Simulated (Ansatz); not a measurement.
# BP: how the settings move a single-point run

Aim: see which settings change the result for BP, by how much, and at what cost. The cell is built on a prototype (CsCl type) and needn't be the phase found in nature.

Method: reference: DFT, PBE, plane waves, PAW, in Ansatz 0.2.0.

9 further runs of the same task are left out: 7 for a known fault of the program, 2 that didn't finish.

### 1 The system as given

Symmetry: Pm-3m, No. 221, cubic system. The conventional cell has a = 2.708 Å, b = 2.708 Å, c = 2.708 Å, α = 90.00°, β = 90.00°, γ = 90.00°. Around B (site symmetry m-3m) lie 8 P at 2.35 Å. P (site symmetry m-3m) is surrounded by 8 B at 2.35 Å.

As a file:

```
B P
1.0
     2.70805    0.00000    0.00000
     0.00000    2.70805    0.00000
     0.00000    0.00000    2.70805
B P
1 1
Direct
  0.00000 0.00000 0.00000
  0.50000 0.50000 0.50000
```

### 2 Baseline

Input file input.yaml:

```yaml
crystal:
  lattice:
    - [2.7080526412, 0.0, 0.0]
    - [0.0, 2.7080526412, 0.0]
    - [0.0, 0.0, 2.7080526412]
  atoms:
    - { symbol: B, position: [0.0, 0.0, 0.0] }
    - { symbol: P, position: [0.5, 0.5, 0.5] }
kpoints:
  mp_grid: { grid: [6, 6, 6] }
hamiltonian:
  xc: pbe
scf:
  occupations: { method: fermi_dirac, width: 0.02 }
  n_extra_bands: 4
output:
  forces: true
  stress: true
  eigenvalues: true
```

On the command line:

```
ansatz run input.yaml --threads 4 --pin off --max-ram 3686MiB --backend cpu --events-out ev --progress --plain --runs-dir out
```

Log, cut to the lines that bear on the results:

```text
Warning: RAYON_NUM_THREADS=4 ignored (pool sized by the plan → 4); use --threads N
scf.n_extra_bands = 4 over 4 filled bands (N_el = 8.0): the run solves 8 bands
[...]
Pseudopotentials: kind: paw
Pseudopotential: B, paw, valence charge 3, recommended cutoff 420 eV (normal), B.paw.azcp
Pseudopotential: P, paw, valence charge 5, recommended cutoff 420 eV (normal), P.paw.azcp
Functional definition: PBE
[...]
Crystal: 2 atoms, lattice volume = 19.860 Å³
Basis set: ecut = 420 eV, 389 PW (Γ), exchange–correlation on 40×40×40 points (8 copies of the dense FFT grid, shifted against one another)
Bands: 8, of which v1, the nominal top of the filled ones, is band 4 counted from 1 (3 counted from 0)
Symmetry: 48 space group operations
Space group: Pm-3m (ITA 221), of the structure as read, at distance tolerance 2.7e-5 Å
k-points: 20 of 216
[...]
SCF iter   1: F=—  HF=-908.732755 eV  |F-HF|=—  |Δ(HF+E_count)|=         —  Δρ=6.19e-3  dr2=1.09e-2  ethr=1.77e-3  ⟨swp⟩=5.8  Hψ=1280  notcnv=0
[...]
SCF iter   6: F=-908.730572 eV  HF=-908.730572 eV  |F-HF|=1.09e-10  |Δ(HF+E_count)|=   1.00e-9  Δρ=6.86e-7  dr2=1.43e-10  ethr=9.06e-11  ⟨swp⟩=2.4  Hψ=521  notcnv=0
[...]
SCF converged after 6 iterations
Free energy (F): -908.730572 eV
[...]
E sigma→0 (E₀):  -908.729104 eV
Entropy (-TS):   -0.002937 eV (-1.468 meV/atom)
Fermi energy:    12.462526 eV
[...]
--- Forces (eV/Å), atoms counted from 1 ---
  atom   1  B     -0.00000000    -0.00000000     0.00000000
  atom   2  P      0.00000000     0.00000000    -0.00000000
[...]
--- Stress (GPa, compression-positive) ---
        4.133061       0.000000       0.000000
        0.000000       4.133061       0.000000
        0.000000       0.000000       4.133061
  P = ⅓ Tr σ = 4.1331 GPa (41.331 kbar)
--- Band table (eV; the first three rows and the last of 20) ---
  k-point 0: bands = ["-4.8702", "11.2816", "11.2816", "11.2816", "14.6564", "16.7133", "16.7133", "23.3420"]
[...]
```

It took 0.39 s on 4 threads of Arm Neoverse N1, shared host; peak memory 0.25 GiB.

### 3 Changing settings: ecutwfc 300

input.yaml: that of step 2 with these lines changed.

```diff
@@ -19 +19,3 @@
   eigenvalues: true
+basis:
+  ecutwfc: 300
```

On the command line:

```
ansatz run input.yaml --threads 4 --pin off --max-ram 3686MiB --backend cpu --events-out ev --progress --plain --runs-dir out
```

Log, cut to the lines that bear on the results:

```text
Warning: basis.ecutwfc = 300 eV is below the records' recommended 420 eV, and the density's cutoff is lower with it unless basis.ecutrho_ratio is high enough to keep the records' density cutoff: compare with a run at a higher cutoff
Warning: RAYON_NUM_THREADS=4 ignored (pool sized by the plan → 4); use --threads N
scf.n_extra_bands = 4 over 4 filled bands (N_el = 8.0): the run solves 8 bands
[...]
Pseudopotentials: kind: paw
Pseudopotential: B, paw, valence charge 3, recommended cutoff 420 eV (normal), B.paw.azcp
Pseudopotential: P, paw, valence charge 5, recommended cutoff 420 eV (normal), P.paw.azcp
Functional definition: PBE
[...]
Crystal: 2 atoms, lattice volume = 19.860 Å³
Basis set: ecut = 300 eV, 251 PW (Γ), exchange–correlation on 32×32×32 points (8 copies of the dense FFT grid, shifted against one another)
Bands: 8, of which v1, the nominal top of the filled ones, is band 4 counted from 1 (3 counted from 0)
Symmetry: 48 space group operations
Space group: Pm-3m (ITA 221), of the structure as read, at distance tolerance 2.7e-5 Å
k-points: 20 of 216
[...]
SCF iter   1: F=—  HF=-908.652873 eV  |F-HF|=—  |Δ(HF+E_count)|=         —  Δρ=6.95e-3  dr2=1.26e-2  ethr=1.77e-3  ⟨swp⟩=5.7  Hψ=1232  notcnv=0
[...]
SCF iter   6: F=-908.651087 eV  HF=-908.651087 eV  |F-HF|=2.34e-10  |Δ(HF+E_count)|=   3.42e-9  Δρ=9.55e-7  dr2=2.88e-10  ethr=1.58e-10  ⟨swp⟩=2.4  Hψ=513  notcnv=0
[...]
SCF converged after 6 iterations
Free energy (F): -908.651087 eV
[...]
E sigma→0 (E₀):  -908.649619 eV
Entropy (-TS):   -0.002936 eV (-1.468 meV/atom)
Fermi energy:    12.467122 eV
[...]
--- Forces (eV/Å), atoms counted from 1 ---
  atom   1  B     -0.00000000     0.00000000     0.00000000
  atom   2  P      0.00000000    -0.00000000     0.00000000
[...]
--- Stress (GPa, compression-positive) ---
        4.872435       0.000000      -0.000000
       -0.000000       4.872435       0.000000
        0.000000       0.000000       4.872435
  P = ⅓ Tr σ = 4.8724 GPa (48.724 kbar)
--- Band table (eV; the first three rows and the last of 20) ---
  k-point 0: bands = ["-4.8691", "11.2844", "11.2844", "11.2844", "14.6617", "16.7236", "16.7236", "23.3461"]
[...]
```

It took 0.33 s on 4 threads of Arm Neoverse N1, shared host; peak memory 0.24 GiB.

Changing the cutoff moves the energy by +39.7 meV/atom, and the pressure goes from 4.1 to 4.9 GPa. The lower cutoff gives the higher energy: the smaller basis describes the state less well. The log warns that the cutoff is under what these potentials recommend, so the shift is basis error.

### 4 A run with other settings

input.yaml: that of step 2 with these lines changed.

```diff
@@ -15,2 +15,4 @@
   n_extra_bands: 4
+  convergence: { dr2_threshold: 0.0001 }
+  max_iter: 94
 output:
```

On the command line:

```
ansatz run input.yaml --threads 4 --pin off --max-ram 3686MiB --backend cpu --events-out ev --progress --plain --runs-dir out
```

Log, cut to the lines that bear on the results:

```text
Warning: scf.convergence.dr2_threshold = 1e-4 eV is looser than this run's default, which is 1e-7 eV or tighter. The error in the forces grows as the threshold's square root, so leave the key out unless less accurate forces are enough
Warning: output.stress: scf.convergence.dr2_threshold = 1e-4 eV is looser than the 2e-10 eV advised for a printed stress (1e-10 eV for each atom of the cell: 2). What an SCF threshold leaves in a stress goes as its square root, and in the free energy as the threshold itself, and one [...]
Warning: RAYON_NUM_THREADS=4 ignored (pool sized by the plan → 4); use --threads N
scf.n_extra_bands = 4 over 4 filled bands (N_el = 8.0): the run solves 8 bands
[...]
Pseudopotentials: kind: paw
Pseudopotential: B, paw, valence charge 3, recommended cutoff 420 eV (normal), B.paw.azcp
Pseudopotential: P, paw, valence charge 5, recommended cutoff 420 eV (normal), P.paw.azcp
Functional definition: PBE
[...]
Crystal: 2 atoms, lattice volume = 19.860 Å³
Basis set: ecut = 420 eV, 389 PW (Γ), exchange–correlation on 40×40×40 points (8 copies of the dense FFT grid, shifted against one another)
Bands: 8, of which v1, the nominal top of the filled ones, is band 4 counted from 1 (3 counted from 0)
Symmetry: 48 space group operations
Space group: Pm-3m (ITA 221), of the structure as read, at distance tolerance 2.7e-5 Å
k-points: 20 of 216
[...]
SCF iter   1: F=—  HF=-908.732755 eV  |F-HF|=—  |Δ(HF+E_count)|=         —  Δρ=6.19e-3  dr2=1.09e-2  ethr=1.77e-3  ⟨swp⟩=5.8  Hψ=1280  notcnv=0
[...]
SCF iter   6: F=-908.730572 eV  HF=-908.730572 eV  |F-HF|=1.01e-10  |Δ(HF+E_count)|=  9.43e-10  Δρ=6.59e-7  dr2=1.32e-10  ethr=9.06e-11  ⟨swp⟩=1.4  Hψ=447  notcnv=0
[...]
SCF converged after 6 iterations
Free energy (F): -908.730572 eV
[...]
E sigma→0 (E₀):  -908.729104 eV
Entropy (-TS):   -0.002937 eV (-1.468 meV/atom)
Fermi energy:    12.462526 eV
[...]
--- Forces (eV/Å), atoms counted from 1 ---
  atom   1  B     -0.00000000    -0.00000000     0.00000000
  atom   2  P      0.00000000     0.00000000     0.00000000
[...]
--- Stress (GPa, compression-positive) ---
        4.133059       0.000000       0.000000
       -0.000000       4.133059       0.000000
       -0.000000       0.000000       4.133059
  P = ⅓ Tr σ = 4.1331 GPa (41.331 kbar)
--- Band table (eV; the first three rows and the last of 20) ---
  k-point 0: bands = ["-4.8702", "11.2816", "11.2816", "11.2816", "14.6564", "16.7133", "16.7133", "23.3420"]
[...]
```

Wall time 0.39 s (4 threads of Arm Neoverse N1, shared host); peak memory 0.25 GiB.

### 5 A look at that input

This run ends as converged, with warnings (force scf threshold loose, stress scf threshold loose). Its log warns: «scf.convergence.dr2_threshold = 1e-4 eV is looser than this run's default, which is 1e-7 eV or tighter. The error in the forces grows as the threshold's square root ...»

The threshold asked is loose, but the program put off the close and ended at dr2 = 1.3e-10, so little accuracy was lost here.

The way back: delete scf.convergence.dr2_threshold (the default then holds).

Energy and cycle count are those of the reference, so the change (convergence setting) left the result and the number of cycles as they were.

### 6 Variant: mp_grid.grid [4, 4, 4]

input.yaml: that of step 2 with these lines changed.

```diff
@@ -9,3 +9,3 @@
 kpoints:
-  mp_grid: { grid: [6, 6, 6] }
+  mp_grid: { grid: [4, 4, 4] }
 hamiltonian:
```

On the command line:

```
ansatz run input.yaml --threads 4 --pin off --max-ram 3686MiB --backend cpu --events-out ev --progress --plain --runs-dir out
```

Log, cut to the lines that bear on the results:

```text
Warning: RAYON_NUM_THREADS=4 ignored (pool sized by the plan → 4); use --threads N
scf.n_extra_bands = 4 over 4 filled bands (N_el = 8.0): the run solves 8 bands
[...]
Pseudopotentials: kind: paw
Pseudopotential: B, paw, valence charge 3, recommended cutoff 420 eV (normal), B.paw.azcp
Pseudopotential: P, paw, valence charge 5, recommended cutoff 420 eV (normal), P.paw.azcp
Functional definition: PBE
[...]
Crystal: 2 atoms, lattice volume = 19.860 Å³
Basis set: ecut = 420 eV, 389 PW (Γ), exchange–correlation on 40×40×40 points (8 copies of the dense FFT grid, shifted against one another)
Bands: 8, of which v1, the nominal top of the filled ones, is band 4 counted from 1 (3 counted from 0)
Symmetry: 48 space group operations
Space group: Pm-3m (ITA 221), of the structure as read, at distance tolerance 2.7e-5 Å
k-points: 10 of 64
[...]
SCF iter   1: F=—  HF=-909.015283 eV  |F-HF|=—  |Δ(HF+E_count)|=         —  Δρ=5.90e-3  dr2=1.01e-2  ethr=1.77e-3  ⟨swp⟩=6.0  Hψ=631  notcnv=0
[...]
SCF iter   6: F=-909.011601 eV  HF=-909.011601 eV  |F-HF|=6.91e-11  |Δ(HF+E_count)|=   1.35e-8  Δρ=1.70e-6  dr2=2.31e-10  ethr=5.16e-10  ⟨swp⟩=2.5  Hψ=285  notcnv=0
[...]
SCF converged after 6 iterations
Free energy (F): -909.011601 eV
[...]
E sigma→0 (E₀):  -909.009911 eV
Entropy (-TS):   -0.003379 eV (-1.690 meV/atom)
Fermi energy:    12.327890 eV
[...]
--- Forces (eV/Å), atoms counted from 1 ---
  atom   1  B     -0.00000000     0.00000000     0.00000000
  atom   2  P      0.00000000     0.00000000    -0.00000000
[...]
--- Stress (GPa, compression-positive) ---
       -2.121370       0.000000       0.000000
        0.000000      -2.121370       0.000000
       -0.000000       0.000000      -2.121370
  P = ⅓ Tr σ = -2.1214 GPa (-21.214 kbar)
--- Band table (eV; the first three rows and the last of 10) ---
  k-point 0: bands = ["-4.9057", "11.2733", "11.2733", "11.2733", "14.6604", "16.6726", "16.6726", "23.3473"]
[...]
```

Run time: 0.34 s. Hardware: 4 threads of Arm Neoverse N1, shared host; peak memory 0.25 GiB.

Changing the k-point mesh moves the energy by -140.5 meV/atom, and the pressure goes from 4.1 to -2.1 GPa. Sampling errors of the energy have no fixed sign.

### 7 Variant: mixing.ndim 2

input.yaml: that of step 2 with these lines changed.

```diff
@@ -15,2 +15,4 @@
   n_extra_bands: 4
+  mixing: { ndim: 2 }
+  max_iter: 91
 output:
```

On the command line:

```
ansatz run input.yaml --threads 4 --pin off --max-ram 3686MiB --backend cpu --events-out ev --progress --plain --runs-dir out
```

Log, cut to the lines that bear on the results:

```text
Warning: RAYON_NUM_THREADS=4 ignored (pool sized by the plan → 4); use --threads N
scf.n_extra_bands = 4 over 4 filled bands (N_el = 8.0): the run solves 8 bands
[...]
Pseudopotentials: kind: paw
Pseudopotential: B, paw, valence charge 3, recommended cutoff 420 eV (normal), B.paw.azcp
Pseudopotential: P, paw, valence charge 5, recommended cutoff 420 eV (normal), P.paw.azcp
Functional definition: PBE
[...]
Crystal: 2 atoms, lattice volume = 19.860 Å³
Basis set: ecut = 420 eV, 389 PW (Γ), exchange–correlation on 40×40×40 points (8 copies of the dense FFT grid, shifted against one another)
Bands: 8, of which v1, the nominal top of the filled ones, is band 4 counted from 1 (3 counted from 0)
Symmetry: 48 space group operations
Space group: Pm-3m (ITA 221), of the structure as read, at distance tolerance 2.7e-5 Å
k-points: 20 of 216
[...]
SCF iter   1: F=—  HF=-908.732755 eV  |F-HF|=—  |Δ(HF+E_count)|=         —  Δρ=6.19e-3  dr2=1.09e-2  ethr=1.77e-3  ⟨swp⟩=5.8  Hψ=1280  notcnv=0
[...]
SCF iter   6: F=-908.730572 eV  HF=-908.730572 eV  |F-HF|=2.05e-12  |Δ(HF+E_count)|=  3.64e-10  Δρ=1.01e-6  dr2=1.18e-10  ethr=8.47e-11  ⟨swp⟩=2.1  Hψ=533  notcnv=0
[...]
SCF converged after 6 iterations
Free energy (F): -908.730572 eV
[...]
E sigma→0 (E₀):  -908.729104 eV
Entropy (-TS):   -0.002937 eV (-1.468 meV/atom)
Fermi energy:    12.462525 eV
[...]
--- Forces (eV/Å), atoms counted from 1 ---
  atom   1  B     -0.00000000     0.00000000    -0.00000000
  atom   2  P      0.00000000    -0.00000000     0.00000000
[...]
--- Stress (GPa, compression-positive) ---
        4.133067      -0.000000       0.000000
        0.000000       4.133067       0.000000
        0.000000       0.000000       4.133067
  P = ⅓ Tr σ = 4.1331 GPa (41.331 kbar)
--- Band table (eV; the first three rows and the last of 20) ---
  k-point 0: bands = ["-4.8702", "11.2816", "11.2816", "11.2816", "14.6564", "16.7133", "16.7133", "23.3420"]
[...]
```

It took 0.38 s on 4 threads of Arm Neoverse N1, shared host; peak memory 0.25 GiB.

Energy and cycle count are those of the reference, so the change (mixing) left the result and the number of cycles as they were.

### 8 Changed: xc r2scan

input.yaml: that of step 2 with these lines changed.

```diff
@@ -11,3 +11,3 @@
 hamiltonian:
-  xc: pbe
+  xc: r2scan
 scf:
```

On the command line:

```
ansatz run input.yaml --threads 4 --pin off --max-ram 3686MiB --backend cpu --events-out ev --progress --plain --runs-dir out
```

Log, cut to the lines that bear on the results:

```text
Warning: RAYON_NUM_THREADS=4 ignored (pool sized by the plan → 4); use --threads N
scf.n_extra_bands = 4 over 4 filled bands (N_el = 8.0): the run solves 8 bands
[...]
Pseudopotentials: kind: paw
Pseudopotential: B, paw, valence charge 3, recommended cutoff 500 eV (meta_gga), B.paw.azcp
Pseudopotential: P, paw, valence charge 5, recommended cutoff 500 eV (meta_gga), P.paw.azcp
Functional definition: r2SCAN
[...]
Crystal: 2 atoms, lattice volume = 19.860 Å³
Basis set: ecut = 500 eV, 485 PW (Γ), exchange–correlation on 80×80×80 points (64 copies of the dense FFT grid, shifted against one another)
Bands: 8, of which v1, the nominal top of the filled ones, is band 4 counted from 1 (3 counted from 0)
Symmetry: 48 space group operations
Space group: Pm-3m (ITA 221), of the structure as read, at distance tolerance 2.7e-5 Å
k-points: 20 of 216
[...]
SCF iter   1: F=—  HF=-912.404188 eV  |F-HF|=—  |Δ(HF+E_count)|=         —  Δρ=1.02e-2  dr2=2.73e-2  dr2_τ=3.33e-2  ethr=1.77e-3  ⟨swp⟩=6.2  Hψ=1343  notcnv=0
[...]
SCF iter   6: F=-912.428426 eV  HF=-912.428426 eV  |F-HF|=9.08e-8  |Δ(HF+E_count)|=   1.05e-6  Δρ=2.18e-5  dr2=4.78e-8  dr2_τ=9.79e-10  ethr=1.25e-9  ⟨swp⟩=5.8  Hψ=847  notcnv=0
[...]
SCF converged after 6 iterations
Free energy (F): -912.428426 eV
[...]
E sigma→0 (E₀):  -912.426910 eV
Entropy (-TS):   -0.003032 eV (-1.516 meV/atom)
Fermi energy:    12.508027 eV
[...]
--- Forces (eV/Å), atoms counted from 1 ---
  atom   1  B     -0.00000000     0.00000000     0.00000000
  atom   2  P      0.00000000     0.00000000     0.00000000
[...]
--- Stress (GPa, compression-positive) ---
        4.035587       0.000000       0.000000
        0.000000       4.035587       0.000000
        0.000000       0.000000       4.035587
  P = ⅓ Tr σ = 4.0356 GPa (40.356 kbar)
--- Band table (eV; the first three rows and the last of 20) ---
  k-point 0: bands = ["-5.8931", "11.2616", "11.2616", "11.2616", "14.9790", "16.9922", "16.9922", "24.2967"]
[...]
```

It took 0.7 s on 4 threads of Arm Neoverse N1, shared host; peak memory 0.28 GiB.

Total energies don't compare across a change of functional; pressure, gap, moments and forces, where computed, barely move.

### 9 Changed: ecutwfc 350

input.yaml: that of step 2 with these lines changed.

```diff
@@ -19 +19,3 @@
   eigenvalues: true
+basis:
+  ecutwfc: 350
```

On the command line:

```
ansatz run input.yaml --threads 4 --pin off --max-ram 3686MiB --backend cpu --events-out ev --progress --plain --runs-dir out
```

Log, cut to the lines that bear on the results:

```text
Warning: basis.ecutwfc = 350 eV is below the records' recommended 420 eV, and the density's cutoff is lower with it unless basis.ecutrho_ratio is high enough to keep the records' density cutoff: compare with a run at a higher cutoff
Warning: RAYON_NUM_THREADS=4 ignored (pool sized by the plan → 4); use --threads N
scf.n_extra_bands = 4 over 4 filled bands (N_el = 8.0): the run solves 8 bands
[...]
Pseudopotentials: kind: paw
Pseudopotential: B, paw, valence charge 3, recommended cutoff 420 eV (normal), B.paw.azcp
Pseudopotential: P, paw, valence charge 5, recommended cutoff 420 eV (normal), P.paw.azcp
Functional definition: PBE
[...]
Crystal: 2 atoms, lattice volume = 19.860 Å³
Basis set: ecut = 350 eV, 305 PW (Γ), exchange–correlation on 36×36×36 points (8 copies of the dense FFT grid, shifted against one another)
Bands: 8, of which v1, the nominal top of the filled ones, is band 4 counted from 1 (3 counted from 0)
Symmetry: 48 space group operations
Space group: Pm-3m (ITA 221), of the structure as read, at distance tolerance 2.7e-5 Å
k-points: 20 of 216
[...]
SCF iter   1: F=—  HF=-908.718882 eV  |F-HF|=—  |Δ(HF+E_count)|=         —  Δρ=6.34e-3  dr2=1.13e-2  ethr=1.77e-3  ⟨swp⟩=5.5  Hψ=1239  notcnv=0
[...]
SCF iter   6: F=-908.716709 eV  HF=-908.716709 eV  |F-HF|=1.30e-10  |Δ(HF+E_count)|=   1.21e-9  Δρ=7.27e-7  dr2=1.65e-10  ethr=8.93e-11  ⟨swp⟩=2.4  Hψ=519  notcnv=0
[...]
SCF converged after 6 iterations
Free energy (F): -908.716709 eV
[...]
E sigma→0 (E₀):  -908.715244 eV
Entropy (-TS):   -0.002930 eV (-1.465 meV/atom)
Fermi energy:    12.463603 eV
[...]
--- Forces (eV/Å), atoms counted from 1 ---
  atom   1  B     -0.00000000    -0.00000000     0.00000000
  atom   2  P     -0.00000000    -0.00000000    -0.00000000
[...]
--- Stress (GPa, compression-positive) ---
        4.135510       0.000000      -0.000000
        0.000000       4.135510       0.000000
       -0.000000       0.000000       4.135510
  P = ⅓ Tr σ = 4.1355 GPa (41.355 kbar)
--- Band table (eV; the first three rows and the last of 20) ---
  k-point 0: bands = ["-4.8697", "11.2835", "11.2835", "11.2835", "14.6560", "16.7149", "16.7149", "23.3434"]
[...]
```

Run time: 0.35 s. Hardware: 4 threads of Arm Neoverse N1, shared host; peak memory 0.24 GiB.

Changing the cutoff moves the energy by +6.9 meV/atom. The lower cutoff gives the higher energy: the smaller basis describes the state less well. The log warns that the cutoff is under what these potentials recommend, so the shift is basis error.

### 10 All runs together

```tsv
run	ending	energy change	pressure (GPa)	gap (eV)	force (eV/Å)	cycles	time
reference	converged	0	4.1	0.00	0.00	6	0.39 s
1: ecutwfc 300	converged	+39.7 meV/atom	4.9	0.00	0.00	6	0.33 s
2: dr2_threshold 0.0001	converged	0.0 meV/atom	4.1	0.00	0.00	6	0.39 s
3: mp_grid.grid [4, 4, 4]	converged	-140.5 meV/atom	-2.1	0.00	0.00	6	0.34 s
4: mixing.ndim 2	converged	0.0 meV/atom	4.1	0.00	0.00	6	0.38 s
5: xc r2scan	converged	not comparable	4.0	0.00	0.00	6	0.7 s
6: ecutwfc 350	converged	+6.9 meV/atom	4.1	0.00	0.00	6	0.35 s
```

Residual by cycle in the longest SCF loop of each run; runs are numbered as in the table. The quantity is the density residual dr2, in eV.

```tsv
cycle	reference	run 1	run 2	run 3	run 4	run 5	run 6
1	0.0109	0.0126	0.0109	0.0101	0.0109	0.0273	0.0113
2	0.0014	0.00156	0.0014	9.7e-5	0.00237	0.00731	0.00144
3	2.5e-5	2.1e-5	2.5e-5	2.0e-5	4.0e-5	4.4e-4	2.3e-5
4	1.0e-7	4.0e-7	1.0e-7	1.9e-6	6.8e-7	3.5e-5	1.5e-7
5	7.3e-9	1.3e-8	7.3e-9	4.1e-8	6.8e-9	9.6e-7	7.1e-9
6	1.4e-10	2.9e-10	1.3e-10	2.3e-10	1.2e-10	4.8e-8	1.6e-10
```

Of the converged runs whose energies compare with the reference's, «mp_grid.grid [4, 4, 4]» moves the energy most (-140.5 meV/atom). Runs 1 and 6 ran under the cutoff that the potentials recommend, as the log warns, so basis error is mixed into their values.
